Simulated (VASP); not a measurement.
# SiC (Fm-3m) in VASP: settings compared

The runs below take SiC through relaxation of cell and atoms, with PBE, AM05.

Program: VASP 6.6.1. These are calculated values, not measurements. Logs are shortened: lines on timing, memory, paths and dates and some standing lists are left out, and cuts for length are marked.

### 1 Starting point

It takes space group Fm-3m (No. 225, cubic). Conventional cell: a = 4.239 Å, b = 4.239 Å, c = 4.239 Å, α = 90.00°, β = 90.00°, γ = 90.00°. Si (site symmetry m-3m) has 6 C at 2.12 Å as nearest neighbours. Around C (site symmetry m-3m) lie 6 Si at 2.12 Å.

The cell was built by a generator and needn't be a form met in nature.

### 2 Relaxation of cell and atoms, PBE

INCAR

```
SYSTEM = SiC
ALGO = Normal
EDIFF = 1E-6
EDIFFG = -0.01
ENCUT = 600
GGA = PE
IBRION = 2
ISIF = 3
ISMEAR = 0
LASPH = .TRUE.
LCHARG = .FALSE.
LREAL = .FALSE.
LWAVE = .FALSE.
NELM = 80
NSW = 90
PREC = Accurate
SIGMA = 0.03
```

KPOINTS

```
k-points
0
G
  12 12 12
  0 0 0
```

POSCAR

```
SiC
1.0
    0.0000000000      2.1192710500      2.1192710500
    2.1192710500      0.0000000000      2.1192710500
    2.1192710500      2.1192710500      0.0000000000
Si C
1 1
Direct
    0.0000000000      0.0000000000      0.0000000000
    0.5000000000      0.5000000000      0.5000000000
```

Potentials or basis: VASP PAW PBE potentials, release 64 (Si, C).

Command:

```
cat potpaw_PBE.64/Si/POTCAR potpaw_PBE.64/C/POTCAR > POTCAR
mpirun -np 1 vasp_std > vasp.out
```

OUTCAR:

```text
SYSTEM = SiC
   EDIFF = 1E-6
   EDIFFG = -0.01
   ENCUT = 600
   GGA = PE
   IBRION = 2
   ISIF = 3
   ISMEAR = 0
   LASPH = .TRUE.
   LREAL = .FALSE.
   NELM = 80
   NSW = 90
   PREC = Accurate

 ion  position               nearest neighbor table
   1  0.000  0.000  0.000-   2 2.12   2 2.12   2 2.12   2 2.12   2 2.12   2 2.12
   2  0.500  0.500  0.500-   1 2.12   1 2.12   1 2.12   1 2.12   1 2.12   1 2.12

  LATTYP: Found a face centered cubic cell.
 ALAT       =     4.2385421000

  Lattice vectors:

 A1 = (   0.0000000000,   2.1192710500,   2.1192710500)
 A2 = (   2.1192710500,   0.0000000000,   2.1192710500)
 A3 = (   2.1192710500,   2.1192710500,   0.0000000000)

Analysis of symmetry for initial positions (statically):
=====================================================================
 Subroutine PRICEL returns:
 Original cell was already a primitive cell.

 Routine SETGRP: Setting up the symmetry group for a
 face centered cubic supercell.

 Subroutine GETGRP returns: Found 48 space group operations
 (whereof 48 operations were pure point group operations)
 out of a pool of 48 trial point group operations.

The static configuration has the point symmetry O_h .

Analysis of symmetry for dynamics (positions and initial velocities):
=====================================================================
 Subroutine PRICEL returns:
 Original cell was already a primitive cell.

 Routine SETGRP: Setting up the symmetry group for a
 face centered cubic supercell.

 Subroutine GETGRP returns: Found 48 space group operations
 (whereof 48 operations were pure point group operations)
 out of a pool of 48 trial point group operations.

The dynamic configuration has the point symmetry O_h .

 Subroutine INISYM returns: Found 48 space group operations
 (whereof 48 operations are pure point group operations),
 and found     1 'primitive' translations

----------------------------------------------------------------------------------------

                                     Primitive cell

  volume of cell :      19.0366

  direct lattice vectors                    reciprocal lattice vectors
     0.000000000  2.119271050  2.119271050    -0.235930180  0.235930180  0.235930180
     2.119271050  0.000000000  2.119271050     0.235930180 -0.235930180  0.235930180
     2.119271050  2.119271050  0.000000000     0.235930180  0.235930180 -0.235930180

  length of vectors
     2.997101861  2.997101861  2.997101861     0.408643059  0.408643059  0.408643059

  position of ions in fractional coordinates (direct lattice)
     0.000000000  0.000000000  0.000000000
     0.500000000  0.500000000  0.500000000

  ion indices of the primitive-cell ions
   primitive index   ion index
                 1           1
                 2           2

----------------------------------------------------------------------------------------

 KPOINTS: k-points

Automatic generation of k-mesh.
 Grid dimensions read from file:
 generate k-points for:   12   12   12

 Generating k-lattice:

  Cartesian coordinates                     Fractional coordinates (reciprocal lattice)
    -0.019660848  0.019660848  0.019660848     0.083333333  0.000000000  0.000000000
     0.019660848 -0.019660848  0.019660848     0.000000000  0.083333333  0.000000000
     0.019660848  0.019660848 -0.019660848     0.000000000  0.000000000  0.083333333

  Length of vectors
     0.034053588  0.034053588  0.034053588

  Shift w.r.t. Gamma in fractional coordinates (k-lattice)
     0.000000000  0.000000000  0.000000000

 Subroutine IBZKPT returns following result:
 ===========================================

 Found     72 irreducible k-points:

 Following reciprocal coordinates:
            Coordinates               Weight
  0.000000  0.000000  0.000000      1.000000
  0.083333  0.000000  0.000000      8.000000
  0.166667  0.000000  0.000000      8.000000
  0.250000  0.000000  0.000000      8.000000
  0.333333  0.000000  0.000000      8.000000
  0.416667  0.000000  0.000000      8.000000
[... 16 lines left out ...]
  0.500000  0.166667  0.000000     24.000000
 -0.416667  0.166667  0.000000     24.000000
 [... further k-points ...]
   k-points           NKPTS =     72   k-points in BZ     NKDIM =     72   number of bands    NBANDS=      8
   number of dos      NEDOS =    301   number of ions     NIONS =      2
   total plane-waves  NPLWV =  13824
   dimension x,y,z NGX =    24 NGY =   24 NGZ =   24
   dimension x,y,z NGXF=    48 NGYF=   48 NGZF=   48
   ions per type =               1   1
   NGX,Y,Z   is equivalent  to a cutoff of  13.31, 13.31, 13.31 a.u.
   NGXF,Y,Z  is equivalent  to a cutoff of  26.63, 26.63, 26.63 a.u.
 SYSTEM =  SiC
   PREC   = accura    normal or accurate (medium, high low for compatibility)
   ISTART =      0    job   : 0-new  1-cont  2-samecut
   ICHARG =      2    charge: 1-file 2-atom 10-const
   ISPIN  =      1    spin polarized calculation?
   LNONCOLLINEAR =      F non collinear calculations
   LSORBIT =      F    spin-orbit coupling
   LASPH  =      T    aspherical Exc in radial PAW
   ENCUT  =  600.0 eV  44.10 Ry    6.64 a.u.   5.99  5.99  5.99*2*pi/ulx,y,z
   NELM   =     80;   NELMIN=  2; NELMDL= -5     # of ELM steps
   EDIFF  = 0.1E-05   stopping-criterion for ELM
   LREAL  =      F    real-space projection
   EDIFFG = -.1E-01   stopping-criterion for IOM
   NSW    =     90    number of steps for IOM
   IBRION =      2    ionic relax: 0-MD 1-quasi-New 2-CG
   NFREE  =      1    steps in history (QN), initial steepest desc. (CG)
   ISIF   =      3    stress and relaxation
   ISYM   =      2    0-nonsym 1-usesym 2-fastsym
   POTIM  = 0.5000    time-step for ionic-motion
   TEBEG  =    0.0;   TEEND  =   0.0 temperature during run
   PSTRESS=    0.0 pullay stress
   NELECT =       8.0000    total number of electrons
   NUPDOWN=      -1.0000    fix difference up-down
   EMIN   =  10.00;   EMAX   =-10.00  energy-range for DOS
   EFERMI =   0.00;   METHOD = LEGACY
   ISMEAR =     0;   SIGMA  =   0.03  broadening in eV -4-tet -1-fermi 0-gaus
   EFERMI_NEDOS =   21; number of points for ismear=-14 and -15
   IALGO  =     38    algorithm
   IMIX   =      4    mixing-type and parameters
     AMIX     =   0.40;   BMIX     =  1.00
     AMIX_MAG =   1.60;   BMIX_MAG =  1.00
  volume/ion in A,a.u.               =       9.52        64.23
  Fermi-wavevector in a.u.,A,eV,Ry     =   1.226239  2.317255 20.458552  1.503661
  Thomas-Fermi vector in A             =   2.361247
   LORBIT       =      0    0 simple, 1 ext, 2 COOP (PROOUT), +10 PAW based schemes
   GGA     = PE    functional components
   LHFCALC =     F    Hartree Fock is set to
   AEXX    =    0.0000 exact exchange contribution
   IVDW    =     0    specifies the selected vdW correction
   LEPSILON=     F    determine dielectric tensor
   LRPA    =     F    only Hartree local field effects (RPA)
 conjugate gradient relaxation of ions
 non-spin polarized calculation
 Gauss-broadening in eV      SIGMA  =   0.03
  energy-cutoff  :      600.00
  volume of cell :       19.04
 maximum number of plane-waves:       650
   NGX = 11   NGY = 11   NGZ = 11

--------------------------------------- Ionic step        1  -------------------------------------------

 number of electron       7.9999999 magnetization

 Free energy of the ion-electron system (eV)
  ---------------------------------------------------
  ext. energy  EPLUGINS =         0.00000000
  ---------------------------------------------------
  free energy    TOTEN  =       -13.38278111 eV

  energy without entropy =      -13.38247541  energy(sigma->0) =      -13.38262826

------------------------ aborting loop because EDIFF is reached ----------------------------------------

  FORCE on cell =-STRESS in cart. coord.  units (eV):
  Direction    XX          YY          ZZ          XY          YZ          ZX
  --------------------------------------------------------------------------------------
  -------------------------------------------------------------------------------------
  Total       -2.8189298     -2.8189298     -2.8189298      0.0000000      0.0000000     -0.0000000
  in kB     -237.2495140   -237.2495140   -237.2495140      0.0000000      0.0000000     -0.0000000
  external PRESSURE =    -237.2495140 kB  Pullay stress =       0.0000000 kB
[... 57 lines left out ...]
  energy  without entropy=      -13.4947220080  energy(sigma->0) =      -13.49477386

--------------------------------------- Ionic step        3  -------------------------------------------

 number of electron       8.0000000 magnetization

 Free energy of the ion-electron system (eV)
  ---------------------------------------------------
  ext. energy  EPLUGINS =         0.00000000
  ---------------------------------------------------
  free energy    TOTEN  =       -13.58221791 eV

  energy without entropy =      -13.58202334  energy(sigma->0) =      -13.58212063

 E-fermi :  12.2699     XC(G=0): -12.6685

 val. band max:       12.1971202439   @ k =   0.0833   0.0000   0.0000
 cond. band min:      12.2848333592   @ k =  -0.1667   0.0833   0.0000
 fundamental gap:      0.0877131153
 Fermi energy:        12.2698784790

 k-point     1 :       0.0000    0.0000    0.0000
  band No.  band energies     occupation
      1      -6.0928      2.00000
      2      12.2999      0.15666
      3      12.2999      0.15666
      4      12.2999      0.15666
      5      19.6564      0.00000
      6      21.2443      0.00000
      7      21.2443      0.00000
      8      21.2443      0.00000
[... 243 lines left out ...]
 k-point    24 :      -0.4167    0.1667    0.0000
  band No.  band energies     occupation
      1      -0.6257      2.00000
      2       1.6303      2.00000
      3       8.3358      2.00000
      4      10.4670      2.00000
      5      15.7772      0.00000
      6      19.0911      0.00000
      7      20.4252      0.00000
      8      24.8813      0.00000

 [... further k-points ...]
[... 5 lines left out ...]
  --------------------------------------------------------------------------------------
  -------------------------------------------------------------------------------------
  Total        0.0055722      0.0055722      0.0055722      0.0000000      0.0000000     -0.0000000
  in kB        0.5346588      0.5346588      0.5346588      0.0000000      0.0000000     -0.0000000
  external PRESSURE =       0.5346588 kB  Pullay stress =       0.0000000 kB
[... 17 lines left out ...]
  FREE ENERGIE OF THE ION-ELECTRON SYSTEM (eV)
  ---------------------------------------------------
  free  energy   TOTEN  =       -13.5822179128 eV

  energy  without entropy=      -13.5820233397  energy(sigma->0) =      -13.58212063

 reached required accuracy - stopping structural energy minimisation
```

Run time: 8.2 s. Hardware: 1 thread of Intel Xeon 6975P-C (Granite Rapids), shared host; peak memory 0.14 GiB.

What came out:

| Quantity | Value |
| --- | --- |
| Free energy | -13.5822 eV |
| Relaxed volume | 8.35 Å³/atom |
| Relaxed cell | a = 2.869 Å, b = 2.869 Å, c = 2.869 Å, α = 60.00°, β = 60.00°, γ = 60.00° |
| Space group after relaxing (to 0.05 Å) | Fm-3m (No. 225) |
| Energy gained by relaxing | 99.7 meV/atom |
| Ionic steps | 3 |
| Pressure after relaxing | 0.1 GPa |
| Band gap on the k mesh | none (metal or under the smearing width) |

Step by step:
| step | energy change (eV) | largest force (eV/Å) | pressure (GPa) | volume (Å³) |
| --- | --- | --- | --- | --- |
| 1 | 0.0000 | 0.0000 | -23.72 | 19.04 |
| 2 | -0.1120 | 0.0000 | 23.03 | 15.41 |
| 3 | -0.1994 | 0.0000 | 0.05 | 16.70 |

Final structure:
```yaml
crystal:
  lattice:
    - [0.00000, 2.02866, 2.02866]
    - [2.02866, 0.00000, 2.02866]
    - [2.02866, 2.02866, 0.00000]
  atoms:
    - { symbol: Si, position: [0.00000, 0.00000, 0.00000] }
    - { symbol: C, position: [0.50000, 0.50000, 0.50000] }
```

Levels at points of the mesh, in eV from the Fermi level:
| k point | band 2 | band 3 | band 4 | band 5 | band 6 | band 7 |
| --- | --- | --- | --- | --- | --- | --- |
| (0.00, 0.00, 0.00) | 0.03 | 0.03 | 0.03 | 7.39 | 8.97 | 8.97 |
| (0.50, 0.00, 0.00) | -11.46 | -1.00 | -1.00 | 5.26 | 5.26 | 5.90 |
| (0.50, 0.50, 0.00) | -9.72 | -4.25 | -4.25 | -0.95 | 2.59 | 14.77 |

### 3 Relaxation of cell and atoms, PBE

This run uses another cell than the first one, of 8.35 Å³/atom, 0.877 times its volume.

Changes to INCAR since step 2:

```diff
@@ -2,4 +2,4 @@
 ALGO = Normal
-EDIFF = 1E-6
-EDIFFG = -0.01
+EDIFF = 1E-7
+EDIFFG = -0.005
 ENCUT = 600
```

KPOINTS is that of step 2.

POSCAR

```
SiC                                     
1.0
    0.0000000000      2.0286613677      2.0286613677
    2.0286613677      0.0000000000      2.0286613677
    2.0286613677      2.0286613677     -0.0000000000
  Si              C             
     1     1
Direct
     0.0000000000000000    0.0000000000000000    0.0000000000000000
     0.5000000000000000    0.5000000000000000    0.5000000000000000
```

Potentials or basis: VASP PAW PBE potentials, release 64 (Si, C).

Command:

```
cat potpaw_PBE.64/Si/POTCAR potpaw_PBE.64/C/POTCAR > POTCAR
mpirun -np 1 vasp_std > vasp.out
```

OUTCAR:

```text
SYSTEM = SiC
   EDIFF = 1E-7
   EDIFFG = -0.005
   ENCUT = 600
   GGA = PE
   IBRION = 2
   ISIF = 3
   ISMEAR = 0
   LASPH = .TRUE.
   LREAL = .FALSE.
   NELM = 80
   NSW = 90
   PREC = Accurate

 ion  position               nearest neighbor table
   1  0.000  0.000  0.000-   2 2.03   2 2.03   2 2.03   2 2.03   2 2.03   2 2.03
   2  0.500  0.500  0.500-   1 2.03   1 2.03   1 2.03   1 2.03   1 2.03   1 2.03

  LATTYP: Found a face centered cubic cell.
 ALAT       =     4.0573227354

  Lattice vectors:

 A1 = (   0.0000000000,   2.0286613677,   2.0286613677)
 A2 = (   2.0286613677,   0.0000000000,   2.0286613677)
 A3 = (   2.0286613677,   2.0286613677,   0.0000000000)

Analysis of symmetry for initial positions (statically):
=====================================================================
 Subroutine PRICEL returns:
[... 255 lines left out ...]

 E-fermi :  12.2645     XC(G=0): -12.6667

 val. band max:       12.1915261028   @ k =   0.0833   0.0000   0.0000
 cond. band min:      12.2794697394   @ k =  -0.1667   0.0833   0.0000
 fundamental gap:      0.0879436367
 Fermi energy:        12.2644914921

 k-point     1 :       0.0000    0.0000    0.0000
  band No.  band energies     occupation
      1      -6.0942      2.00000
      2      12.2942      0.16203
      3      12.2942      0.16203
      4      12.2942      0.16202
      5      19.6433      0.00000
      6      21.2375      0.00000
      7      21.2375      0.00000
      8      21.2375      0.00000
[... 243 lines left out ...]
 k-point    24 :      -0.4167    0.1667    0.0000
  band No.  band energies     occupation
      1      -0.6286      2.00000
      2       1.6274      2.00000
      3       8.3315      2.00000
      4      10.4623      2.00000
      5      15.7690      0.00000
      6      19.0824      0.00000
      7      20.4162      0.00000
      8      24.8696      0.00000

 [... further k-points ...]
[... 5 lines left out ...]
  --------------------------------------------------------------------------------------
  -------------------------------------------------------------------------------------
  Total        0.0005244      0.0005244      0.0005244      0.0000000      0.0000000      0.0000000
  in kB        0.0503006      0.0503006      0.0503006      0.0000000      0.0000000      0.0000000
  external PRESSURE =       0.0503006 kB  Pullay stress =       0.0000000 kB
[... 17 lines left out ...]
  FREE ENERGIE OF THE ION-ELECTRON SYSTEM (eV)
  ---------------------------------------------------
  free  energy   TOTEN  =       -13.5790713725 eV

  energy  without entropy=      -13.5788766777  energy(sigma->0) =      -13.57897403

 reached required accuracy - stopping structural energy minimisation
```

CONTCAR:

```text
SiC
   1.00000000000000
     0.0000000000000000    2.0289454752073697    2.0289454752073697
     2.0289454752073697    0.0000000000000000    2.0289454752073697
     2.0289454752073697    2.0289454752073697    0.0000000000000000
  Si              C
     1     1
Direct
     0.0000000000000000    0.0000000000000000    0.0000000000000000
     0.5000000000000000    0.5000000000000000    0.5000000000000000

  0.00000000E+00  0.00000000E+00  0.00000000E+00
  0.00000000E+00  0.00000000E+00  0.00000000E+00
```

It took 6.4 s on 1 thread of Intel Xeon 6975P-C (Granite Rapids), shared host; peak memory 0.14 GiB.

Results:

| Quantity | Value |
| --- | --- |
| Free energy | -13.5791 eV |
| Relaxed volume | 8.35 Å³/atom |
| Relaxed cell | a = 2.869 Å, b = 2.869 Å, c = 2.869 Å, α = 60.00°, β = 60.00°, γ = 60.00° |
| Space group after relaxing (to 0.05 Å) | Fm-3m (No. 225) |
| Energy gained by relaxing | 0.0 meV/atom |
| Ionic steps | 3 |
| Pressure after relaxing | 0.0 GPa |
| Band gap on the k mesh | none (metal or under the smearing width) |

Final structure:
```xyz
2
Lattice="0.0000 2.0289 2.0289 2.0289 0.0000 2.0289 2.0289 2.0289 0.0000" Properties=species:S:1:pos:R:3 pbc="T T T"
Si    0.0000    0.0000    0.0000
C     2.0289    2.0289    2.0289
```

(Part 1 of 2 ends here.)
